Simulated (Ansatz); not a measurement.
Input of an Ansatz 0.2.0 run:

Contents of input.yaml:

```yaml
crystal:
  lattice:
    - [1.45, -4.065, 0.0]
    - [1.45, 4.065, 0.0]
    - [0.0, 0.0, 3.17]
  atoms:
    - { symbol: Ga, position: [0.867, 0.133, 0.25] }
    - { symbol: Ga, position: [0.133, 0.867, 0.75] }
kpoints:
  mp_grid: { grid: [10, 10, 8] }
scf:
  occupations: { method: gaussian, width: 0.05 }
hamiltonian:
  xc: pbe
  pseudopotentials: { kind: all_electron, lapw: { basis_error: 0.001 } }
output:
  forces: true
  stress: true
  eigenvalues: true
```

Potentials or basis: all-electron LAPW, scalar-relativistic.

The run is started by

```console
$ ansatz run input.yaml --threads 1 --pin off --max-ram 3072MiB --backend cpu --events-out ev --progress --plain --runs-dir out
```

Task: What does it give for the pressure?

Result: 1.4 GPa.

Task: What does it give for the largest force?

Result: 0.213 eV/Å.

Task: Estimate the band gap on the k mesh.

Result: None (metal or under the smearing width).

Stress tensor (GPa, compression positive):
```
-0.40  0.00  0.00
 0.00  1.80  0.00
 0.00  0.00  2.90
```
